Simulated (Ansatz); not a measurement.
**ZnS: band gap under strain**

How does strain move the band edges of ZnS built on the wurtzite prototype, and do the functionals agree on it? States: +2.0 % biaxial strain in x and y, free along z; +3.0 % biaxial strain in x and y, free along z; +4.0 % biaxial strain in x and y, free along z.

Program: Ansatz 0.2.0. PAW datasets, plane waves. (Simulation; spin polarisation is off.)

## (1) Starting point

The unstrained cell was relaxed with r2SCAN; in each strained cell the atoms were relaxed again with r2SCAN. Names of k-points are those of the unstrained zone, where strain can split equivalent points. First state: +2.0 % biaxial strain in x and y, free along z.

It is hexagonal, P6_3mc (No. 186); a = 3.882 Å, c = 6.176 Å in the conventional setting, 20.15 Å³ an atom. Zn has 4 S at 2.34–2.36 Å; S has 4 Zn at 2.34–2.36 Å.

Structure file:

```cif
data_structure
_symmetry_space_group_name_H-M 'P6_3mc'
_symmetry_Int_Tables_number 186
_cell_length_a 3.8816
_cell_length_b 3.8816
_cell_length_c 6.1760
_cell_angle_alpha 90.000
_cell_angle_beta 90.000
_cell_angle_gamma 120.000
_cell_volume 80.58
loop_
_atom_site_label
_atom_site_type_symbol
_atom_site_symmetry_multiplicity
_atom_site_Wyckoff_symbol
_atom_site_fract_x
_atom_site_fract_y
_atom_site_fract_z
_atom_site_occupancy
Zn1 Zn 2 b 0.33333 0.66667 0.99768 1
S1 S 2 b 0.33333 0.66667 0.37732 1
```

From earlier runs on the unstrained cell: PBE 2.21 eV, r2SCAN 2.78 eV, HSE06 3.44 eV; a = 3.805 Å, c = 6.244 Å.

## (2) +2.0 % biaxial strain in x and y, free along z: PBE

Input file input.yaml:

```yaml
crystal:
  lattice:
    - [3.8815598738, 0.0, 0.0]
    - [-1.9407799369, 3.361529457, 0.0]
    - [0.0, 0.0, 6.1760189214]
  atoms:
    - { symbol: Zn, position: [0.3333333333, 0.6666666667, -0.0023183829] }
    - { symbol: Zn, position: [0.6666666667, 0.3333333333, 0.4976816171] }
    - { symbol: S, position: [0.3333333333, 0.6666666667, 0.3773183829] }
    - { symbol: S, position: [0.6666666667, 0.3333333333, 0.8773183829] }
kpoints:
  mp_grid: { grid: [12, 12, 4] }
  band_path:
    path:
      - [0.0, 0.0, 0.0]
      - [0.5, 0.0, 0.0]
      - [0.3333333333, 0.3333333333, 0.0]
      - [0.0, 0.0, 0.5]
      - [0.5, 0.0, 0.5]
      - [0.3333333333, 0.3333333333, 0.5]
    npoints: 1
hamiltonian:
  xc: pbe
scf:
  occupations: { method: fermi_dirac, width: 0.02 }
  n_extra_bands: 5
output:
  forces: true
  stress: true
  eigenvalues: true
  write_density: true
  write_potential: true
  elf: true
  volumetric_format: npy
```

Command:

```bash
$ ansatz run input.yaml --threads 2 --pin off --max-ram 18432MiB --backend cpu --events-out ev --progress --plain --runs-dir out
```

Further steps of the session: +2.0 % biaxial strain in x and y, free along z: r2SCAN; +2.0 % biaxial strain in x and y, free along z: HSE06; +2.0 % biaxial strain in x and y, free along z: r2SCAN; +3.0 % biaxial strain in x and y, free along z: PBE; +3.0 % biaxial strain in x and y, free along z: r2SCAN; +3.0 % biaxial strain in x and y, free along z: HSE06; +3.0 % biaxial strain in x and y, free along z: r2SCAN; +4.0 % biaxial strain in x and y, free along z: PBE; +4.0 % biaxial strain in x and y, free along z: r2SCAN; +4.0 % biaxial strain in x and y, free along z: HSE06; +4.0 % biaxial strain in x and y, free along z: r2SCAN.

**Question.** What will these runs give?

As calculated:

Least gap in eV (negative: overlap), with the change from the unstrained cell in brackets:

| state | volume change (%) | PBE | r2SCAN | HSE06 |
| --- | --- | --- | --- | --- |
| +2.0 % biaxial strain in x and y, free along z | +2.9 | 2.10 (-0.11) | 2.66 (-0.12) | 3.31 (-0.13) |
| +3.0 % biaxial strain in x and y, free along z | +4.3 | 2.00 (-0.21) | 2.56 (-0.22) | 3.21 (-0.23) |
| +4.0 % biaxial strain in x and y, free along z | +5.7 | 1.91 (-0.30) | 2.46 (-0.32) | 3.11 (-0.33) |

The largest move of the HSE06 gap in the table is -0.338 eV, under +4.0 % biaxial strain in x and y, free along z. PBE and HSE06 differ by 1.23 eV on the unstrained gap, and by at most 0.03 eV on its change: PBE follows the response to strain far better than the gap itself.
